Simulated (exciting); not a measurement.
Here is an exciting (release sodium) calculation.

File input.xml:

```xml
<input>
  <title>SiC</title>
  <structure speciespath="./" tshift="false">
    <crystal scale="1">
      <basevect>0.000000000000 4.117713225560 4.117713225560</basevect>
      <basevect>4.117713225560 0.000000000000 4.117713225560</basevect>
      <basevect>4.117713225560 4.117713225560 0.000000000000</basevect>
    </crystal>
    <species speciesfile="Si.xml" rmt="1.96">
      <atom coord="0.000000000000 0.000000000000 0.000000000000"/>
    </species>
    <species speciesfile="C.xml" rmt="1.42">
      <atom coord="0.750000000000 0.750000000000 0.750000000000"/>
    </species>
  </structure>
  <groundstate do="fromscratch" ngridk="10 10 10" rgkmax="7.5" gmaxvr="14" lmaxapw="10" lmaxmat="10" lmaxvr="8" xctype="LDA_PW" stype="Fermi Dirac" swidth="0.00183747" nempty="10" ValenceRelativity="iora*" epsengy="1e-05" epspot="1e-05" maxscl="60" outputlevel="low"/>
  <properties>
    <bandstructure>
      <plot1d>
        <path steps="80">
          <point coord="0 0 0" label="G"/>
          <point coord="0.5 0 0.5" label="X"/>
          <point coord="0.5 0.25 0.75" label="W"/>
          <point coord="0.375 0.375 0.75" label="K"/>
          <point coord="0 0 0" label="G"/>
          <point coord="0.5 0.5 0.5" label="L"/>
          <point coord="0.625 0.25 0.625" label="U"/>
          <point coord="0.5 0.25 0.75" label="W"/>
          <point coord="0.5 0.5 0.5" label="L"/>
          <point coord="0.375 0.375 0.75" label="K" breakafter="true"/>
          <point coord="0.625 0.25 0.625" label="U"/>
          <point coord="0.5 0 0.5" label="X"/>
        </path>
      </plot1d>
    </bandstructure>
    <dos nwdos="300" winddos="-0.6 0.5" inttype="tetra" ngrdos="100" nsmdos="1" lmirep="true"/>
    <chargedensityplot>
      <plot3d>
        <box grid="16 16 16">
          <origin coord="0 0 0"/>
          <point coord="1 0 0"/>
          <point coord="0 1 0"/>
          <point coord="0 0 1"/>
        </box>
      </plot3d>
    </chargedensityplot>
    <elfplot>
      <plot3d>
        <box grid="16 16 16">
          <origin coord="0 0 0"/>
          <point coord="1 0 0"/>
          <point coord="0 1 0"/>
          <point coord="0 0 1"/>
        </box>
      </plot3d>
    </elfplot>
    <exccplot>
      <plot3d>
        <box grid="16 16 16">
          <origin coord="0 0 0"/>
          <point coord="1 0 0"/>
          <point coord="0 1 0"/>
          <point coord="0 0 1"/>
        </box>
      </plot3d>
    </exccplot>
  </properties>
</input>
```

Potentials or basis: all-electron LAPW+lo, shipped species files, valence relativity iora*.

Run with:

```bash
$ OMP_NUM_THREADS=1 exciting_smp
```

**Question.** What does it give for the band gap along the path?

**Answer.** 1.32 eV, indirect (least direct gap 4.51 eV).

**Question.** Estimate the band gap on the k mesh.

**Answer.** 1.32 eV, indirect (least direct gap 4.51 eV).

States per cell in windows of 1 eV (zero at the valence-band top; states under -8 eV left out):
| from (eV) | total | C2 p | Si1 p | Si1 s | Si1 d | C2 s | C2 d |
| --- | --- | --- | --- | --- | --- | --- | --- |
| -8.0 | 0.75 | 0.11 | 0.05 | 0.17 | 0.01 | 0.03 | 0.00 |
| -7.0 | 0.49 | 0.08 | 0.04 | 0.08 | 0.01 | 0.04 | 0.00 |
| -6.0 | 0.47 | 0.09 | 0.06 | 0.04 | 0.01 | 0.03 | 0.00 |
| -5.0 | 0.70 | 0.15 | 0.10 | 0.04 | 0.02 | 0.02 | 0.00 |
| -4.0 | 0.96 | 0.24 | 0.16 | 0.03 | 0.02 | 0.02 | 0.00 |
| -3.0 | 1.07 | 0.31 | 0.18 | 0.02 | 0.03 | 0.01 | 0.00 |
| -2.0 | 1.03 | 0.35 | 0.15 | 0.01 | 0.05 | 0.01 | 0.00 |
| -1.0 | 0.45 | 0.18 | 0.05 | 0.00 | 0.03 | 0.00 | 0.00 |
| 0.0 | 0.00 | 0.00 | 0.00 | 0.00 | 0.00 | 0.00 | 0.00 |
| 1.0 | 0.04 | 0.00 | 0.00 | 0.00 | 0.00 | 0.00 | 0.00 |
| 2.0 | 0.16 | 0.01 | 0.01 | 0.00 | 0.02 | 0.01 | 0.00 |
| 3.0 | 0.30 | 0.02 | 0.03 | 0.01 | 0.03 | 0.01 | 0.00 |
| 4.0 | 0.65 | 0.07 | 0.05 | 0.04 | 0.07 | 0.01 | 0.01 |
| 5.0 | 0.80 | 0.06 | 0.07 | 0.09 | 0.08 | 0.03 | 0.01 |
| 6.0 | 0.53 | 0.04 | 0.06 | 0.06 | 0.04 | 0.04 | 0.01 |
| 7.0 | 1.45 | 0.13 | 0.26 | 0.11 | 0.10 | 0.09 | 0.02 |

**The experiment to reproduce.**

“Insight into the structural, elastic and electronic properties of a new orthorhombic 6O-SiC polytype”, 2020, pmc:7200658 quotes, for a bulk crystal of SiC: band gap 2.4 eV (indirect).

Measured gap of SiC: 2.4 eV (indirect; quoted in “Insight into the structural, elastic and electronic properties of a new orthorhombic 6O-SiC polytype”, 2020, pmc:7200658). This calculation gives 1.32 eV (-1.08 eV). The value is that of LDA, without temperature or zero-point motion. Semilocal functionals fall short of measured gaps as a rule.
